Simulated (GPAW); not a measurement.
# TePb (Fm-3m) in GPAW: single point with PBE

Aim: the single point of TePb with PBE.

All numbers are computed with GPAW 26.7.0; they aren't measurements. Logs are shortened: lines on timing, memory, paths and dates and some standing lists are left out, and cuts for length are marked. The log counts tension as positive stress, the text compression.

**The experiment to reproduce.**

A printed reference work, monograph reports, for a bulk crystal of TePb at 4.2 K: band gap 0.19 eV (direct).

The results are compared with them further down.

### Step 1. The structure

Symmetry: Fm-3m, No. 225, cubic system. The conventional cell has a = 6.462 Å, b = 6.462 Å, c = 6.462 Å, α = 90.00°, β = 90.00°, γ = 90.00°. Pb (site symmetry m-3m) has 6 Te at 3.23 Å as nearest neighbours. Around Te (site symmetry m-3m) lie 6 Pb at 3.23 Å.

### Step 2. Single point, PBE

Contents of run.py:

```python
from ase import Atoms
from ase.dft.bandgap import bandgap
from ase.io import write
from ase.units import GPa
from gpaw import GPAW, PW

atoms = Atoms(['Pb', 'Te'],
              cell=[[0.0, 3.231, 3.231],
                    [3.231, 0.0, 3.231],
                    [3.231, 3.231, 0.0]],
              scaled_positions=[[0.0, 0.0, 0.0],
                                [0.5, 0.5, 0.5]],
              pbc=True)

calc = GPAW(mode=PW(450),
            xc='PBE',
            kpts={'size': (6, 6, 6), 'gamma': True},
            occupations={'name': 'fermi-dirac', 'width': 0.05},
            nbands=19,
            maxiter=120,
            txt='gpaw.txt')
atoms.calc = calc
energy = atoms.get_potential_energy()
forces = atoms.get_forces()
stress = atoms.get_stress()
calc.write('gs.gpw')
write('result.traj', atoms)
print(f'Energy: {energy:.6f} eV')
print('Forces (eV/A):')
print(forces.round(4))
print('Stress (GPa):', (stress / GPa).round(3))
print('Fermi level:', round(calc.get_fermi_level(), 4), 'eV')
print(f'Gap: {bandgap(calc)[0]:.4f} eV, direct: {bandgap(calc, direct=True)[0]:.4f} eV')
```

Potentials or basis: GPAW PAW data sets (gpaw-data 1.2.1), pw.

Command:

```bash
$ OMP_NUM_THREADS=1 python run.py
```

gpaw.txt:

```text
__  _  _
 | _ |_)|_||  |
 |__||  | ||/\| - 26.7.0

Input parameters:
  mode=PW(ecut=450.00000000000006),
  kpts=MonkhorstPack(size=(6, 6, 6), gamma=True),
  maxiter=120,
  nbands=19,
  occupations=Occupations(name='fermi-dirac', width=0.05),
  xc=XC(name='PBE')

Diagonalizing LCAO Hamiltonian
Converting LCAO to pw mode

                 Te

       Pb

Atoms  # Å, Bohr magnetons
|   | symbol |        x |        y |        z |    initial magnetic moments |
|---|--------|----------|----------|----------|-----------------------------|
| 0 |     Pb | 0.000000 | 0.000000 | 0.000000 | ( 0.0000,  0.0000,  0.0000) |
| 1 |     Te | 3.231000 | 3.231000 | 3.231000 | ( 0.0000,  0.0000,  0.0000) |

Unit cell  # Å
| periodic |        x |        y |        z |  lengths |    angles |
|----------|----------|----------|----------|----------|-----------|
|      yes | 0.000000 | 3.231000 | 3.231000 | 4.569324 | 60.000000 |
|      yes | 3.231000 | 0.000000 | 3.231000 | 4.569324 | 60.000000 |
|      yes | 3.231000 | 3.231000 | 0.000000 | 4.569324 | 60.000000 |

Number of symmetries: 48
Symmetry operations  # r_c * U_cc + t_c -> r_c
|    | kind |            matrix            |
|----|------|------------------------------|
|  0 |  σ   |  1, 0, 0,  1, 0,-1,  1,-1, 0 |
|  1 |  C2  |  1, 0, 0,  1,-1, 0,  1, 0,-1 |
|  2 |  E   |  1, 0, 0,  0, 1, 0,  0, 0, 1 |
|  3 |  σ   |  1, 0, 0,  0, 0, 1,  0, 1, 0 |
|  4 |  C4  |  1, 0,-1,  1, 0, 0,  1,-1, 0 |
|  5 |  S6  |  1, 0,-1,  1,-1, 0,  1, 0, 0 |
|  6 |  σ   |  1, 0,-1,  0, 1,-1,  0, 0,-1 |
|  7 |  C3  |  1, 0,-1,  0, 0,-1,  0, 1,-1 |
|  8 |  S6  |  1,-1, 0,  1, 0, 0,  1, 0,-1 |
|  9 |  C4  |  1,-1, 0,  1, 0,-1,  1, 0, 0 |
| 10 |  C3  |  1,-1, 0,  0,-1, 1,  0,-1, 0 |
| 11 |  σ   |  1,-1, 0,  0,-1, 0,  0,-1, 1 |
| 12 |  σ   |  0, 1, 0,  1, 0, 0,  0, 0, 1 |
| 13 |  C4  |  0, 1, 0,  0, 1,-1, -1, 1, 0 |
| 14 |  C3  |  0, 1, 0,  0, 0, 1,  1, 0, 0 |
| 15 |  S6  |  0, 1, 0, -1, 1, 0,  0, 1,-1 |
| 16 |  C2  |  0, 1,-1,  1, 0,-1,  0, 0,-1 |
| 17 |  σ   |  0, 1,-1,  0, 1, 0, -1, 1, 0 |
| 18 |  S4  |  0, 1,-1,  0, 0,-1,  1, 0,-1 |
| 19 |  C4  |  0, 1,-1, -1, 1, 0,  0, 1, 0 |
| 20 |  C3  |  0, 0, 1,  1, 0, 0,  0, 1, 0 |
| 21 |  σ   |  0, 0, 1,  0, 1, 0,  1, 0, 0 |
| 22 |  S6  |  0, 0, 1,  0,-1, 1, -1, 0, 1 |
| 23 |  C4  |  0, 0, 1, -1, 0, 1,  0,-1, 1 |
| 24 |  S4  |  0, 0,-1,  1, 0,-1,  0, 1,-1 |
| 25 |  C3  |  0, 0,-1,  0, 1,-1,  1, 0,-1 |
| 26 |  C2  |  0, 0,-1,  0,-1, 0, -1, 0, 0 |
| 27 |  S6  |  0, 0,-1, -1, 0, 0,  0,-1, 0 |
| 28 |  S4  |  0,-1, 1,  1,-1, 0,  0,-1, 0 |
| 29 |  C4  |  0,-1, 1,  0, 0, 1, -1, 0, 1 |
| 30 |  C2  |  0,-1, 1,  0,-1, 0,  1,-1, 0 |
| 31 |  σ   |  0,-1, 1, -1, 0, 1,  0, 0, 1 |
| 32 |  C3  |  0,-1, 0,  1,-1, 0,  0,-1, 1 |
| 33 |  S6  |  0,-1, 0,  0, 0,-1, -1, 0, 0 |
| 34 |  S4  |  0,-1, 0,  0,-1, 1,  1,-1, 0 |
| 35 |  C2  |  0,-1, 0, -1, 0, 0,  0, 0,-1 |
| 36 |  C2  | -1, 1, 0,  0, 1, 0,  0, 1,-1 |
| 37 |  S6  | -1, 1, 0,  0, 1,-1,  0, 1, 0 |
| 38 |  S4  | -1, 1, 0, -1, 0, 1, -1, 0, 0 |
| 39 |  C3  | -1, 1, 0, -1, 0, 0, -1, 0, 1 |
| 40 |  S6  | -1, 0, 1,  0, 0, 1,  0,-1, 1 |
| 41 |  C2  | -1, 0, 1,  0,-1, 1,  0, 0, 1 |
| 42 |  C3  | -1, 0, 1, -1, 1, 0, -1, 0, 0 |
| 43 |  S4  | -1, 0, 1, -1, 0, 0, -1, 1, 0 |
| 44 |  C2  | -1, 0, 0,  0, 0,-1,  0,-1, 0 |
| 45 |  i   | -1, 0, 0,  0,-1, 0,  0, 0,-1 |
| 46 |  σ   | -1, 0, 0, -1, 1, 0, -1, 0, 1 |
| 47 |  C2  | -1, 0, 0, -1, 0, 1, -1, 1, 0 |

BZ-sampling:
  Number of BZ points: 216
  Number of IBZ points: 16

  Monkhorst-Pack size: [6, 6, 6]
  Monkhorst-Pack shift: [0.08333333333333333, 0.08333333333333333, 0.08333333333333333]

K-points  # in reciprocal-cell coordinates
|     |                                coordinates |     weight |
|-----|--------------------------------------------|------------|
|   0 | (  0.00000000,   0.00000000,   0.00000000) | 0.00462963 |
|   1 | (  0.16666667,   0.16666667,   0.00000000) | 0.02777778 |
|   2 | (  0.16666667,   0.16666667,   0.16666667) | 0.03703704 |
|   3 | (  0.33333333,   0.16666667,   0.16666667) | 0.05555556 |
|   4 | (  0.33333333,   0.33333333,  -0.33333333) | 0.05555556 |
|   5 | (  0.33333333,   0.33333333,   0.00000000) | 0.02777778 |
|   6 | (  0.33333333,   0.33333333,   0.16666667) | 0.11111111 |
|   7 | (  0.33333333,   0.33333333,   0.33333333) | 0.03703704 |
|   8 | (  0.50000000,   0.33333333,  -0.33333333) | 0.11111111 |
|   9 | (  0.50000000,   0.33333333,  -0.16666667) | 0.05555556 |
| ... |                                            |            |
|  15 | (  0.50000000,   0.50000000,   0.50000000) | 0.01851852 |

Plane wave coefficients: 1484
Cutoff: 450.00000000000006 eV

Spin-components: 1 (collinear spins)
Bands:           19
Projectors:      11
Spin-degeneracy: 2
Datatype:        complex128

Parallelization:
  kpt:    1
  domain: 1
  band:   1

Density:
  Valence electrons: 20.0
  Components: 1
  Grid points: [24 24 24]
  Charge: 0.0  # |e|

Potential:
  Grid points: [24 24 24]

species:
  Pb:
    name:    Lead
    Z:       82.0
    valence: 14
    core:    68
    charge:  0.0  # [|e|]
    compensation charges:
      type: gauss
      rc: 0.38  # [Å]
      lmax: 2
    cutoffs:
      filter: 2.36  # [Å]
      core: 2.43  # [Å]
    projectors
    | kind |    occ | energy [eV] | rcut [Å] |
    |------|--------|-------------|----------|
    |   6s |  2.000 |     -11.969 |    1.259 |
    |   6p |  2.000 |      -3.506 |    1.275 |
    |   5d | 10.000 |     -21.211 |    1.217 |
    |    s |        |      15.243 |    1.259 |
    |    p |        |      23.705 |    1.275 |
    |    d |        |       6.001 |    1.217 |

    Using partial waves for Pb as LCAO basis

  Te:
    name:    Tellurium
    Z:       52.0
    valence: 6
    core:    46
    charge:  0.0  # [|e|]
    compensation charges:
      type: gauss
      rc: 0.36  # [Å]
      lmax: 2
    cutoffs:
      filter: 2.09  # [Å]
      core: 3.17  # [Å]
    projectors
    | kind |    occ | energy [eV] | rcut [Å] |
    |------|--------|-------------|----------|
    |   5s |  2.000 |     -15.089 |    1.180 |
    |   5p |  4.000 |      -5.955 |    1.196 |
    |    s |        |      12.123 |    1.180 |
    |    p |        |      21.256 |    1.196 |
    |    d |        |       0.000 |    1.238 |

    Using partial waves for Te as LCAO basis

Reference energy: -752065.146798  # eV

eigensolver:
  PPCG
  Converge bands: occupied
  niter=2

density mixing:
  MSR1-Mixer
  Pratt-step length: 0.05
  Maximum mixing coefficient: 0.75
  Old densities: 10
  SVD Regularization: 0.005
  Good broyden scale: 1.0
  Trust region scale: 1.0
  Backstep threshold: 4.0
  History deletion threshold: 6.0
  Fourier metric: weight=20.0, sigma=0.015

occupation numbers:
  Fermi-Dirac:
    width: 0.0500  # eV

poisson solver:
  ecut: 3600.0000000000005  # eV

xc functional:
  name: PBE with 2 nearest neighbor stencil

convergence criteria:
- Maximum [total energy] change in last 3 cyles: 0.0005 eV / valence electron
- Maximum integral of absolute [dens]ity change: 0.0001 electrons / valence electron
- Maximum integral of absolute [eigenst]ate change: 4e-08 eV^2 / valence electron
maximum number of iterations: 120

SCF iterations
|iter     | |      energy | eigst |  dens |
|---------|-|-------------|-------|-------|
|iter:   1| |   -7.880900 | -0.17 |       |
|iter:   2| |   -7.859261 | -2.01 | -1.35 |
|iter:   3| |   -7.771754 | -2.11 | -1.40 |
|iter:   4| |   -7.773547 | -3.89 | -2.00 |
|iter:   5| |   -7.774011c| -4.39 | -2.42 |
|iter:   6| |   -7.774020c| -5.92 | -3.33 |
|iter:   7| |   -7.774021c| -6.88 | -3.91 |
|iter:   8| |   -7.774021c| -7.82c| -4.61c|

Converged in 8 steps
Energy contributions relative to reference atoms: (reference = -752065.146798)

Energy contributions:
  Kinetic:          20.261605
  Coulomb:         -20.539473
  Zero:              0.170212
  External:          0.000000
  Xc:               -7.666351
  Entropy:          -0.000030
  Spinorbit:         0.000000
  ----------------------------
  Free energy:      -7.774036
  Extrapolated:     -7.774021

dipole moment: (-27.311552, -27.311552, -27.311552)  # |e|*Ang

Fermi level: 6.044
Eigenvalues  # (at kpt = [0.000, 0.000, 0.000])
| band index |      eig [eV] | occ [0-2] |
|------------|---------------|-----------|
|          0 |       -11.049 |     2.000 |
|        ... |               |           |
|          2 |       -11.036 |     2.000 |
|          3 |       -11.036 |     2.000 |
|          4 |       -11.036 |     2.000 |
|          5 |        -6.328 |     2.000 |
|          6 |         0.141 |     2.000 |
|          7 |         4.304 |     2.000 |
[... 9 lines left out ...]
|         17 |        13.308 |     0.000 |
|         18 |        13.718 |     0.000 |

Gap: 0.693 eV
Transition (v -> c):
  (s=0, k=15, n=9, [0.50, 0.50, 0.50]) -> (s=0, k=15, n=10, [0.50, 0.50, 0.50])
No difference between direct/indirect transitions

Forces  # eV/Ang
|       x |       y |       z |
|---------|---------|---------|
| 0.00000 | 0.00000 | 0.00000 |  # Pb   0
| 0.00000 | 0.00000 | 0.00000 |  # Te   1

Stress tensor  # eV/Ang^3
|         x |         y |         z |
|-----------|-----------|-----------|
| -0.008445 |  0.000000 |  0.000000 |
|  0.000000 | -0.008445 | -0.000000 |
|  0.000000 | -0.000000 | -0.008445 |

# Writing to gs.gpw (mode='')
```

Wall time 10 s (1 thread of Arm Neoverse V1, shared host); peak memory 0.15 GiB.

What came out:

```yaml
Free_energy: -7.7740 eV
Pressure: 1.4 GPa
Band_gap_on_the_k_mesh: 0.69 eV, direct
```

Caveat: the cutoff is short for stress and forces, so pressures can be off by a GPa or more; spin-orbit coupling is left out, which as a rule narrows the gap of such compounds by several tenths of an eV.

### Step 3. Against experiment

Step 2. Against the measured gap of TePb, 0.19 eV (direct; 4.2 K; a printed reference work, monograph), the calculated 0.69 eV is off by +0.50 eV. Spin-orbit coupling on Pb, Te is left out. The value is that of PBE on a finite k mesh, which can miss the band edges, without temperature or zero-point motion.
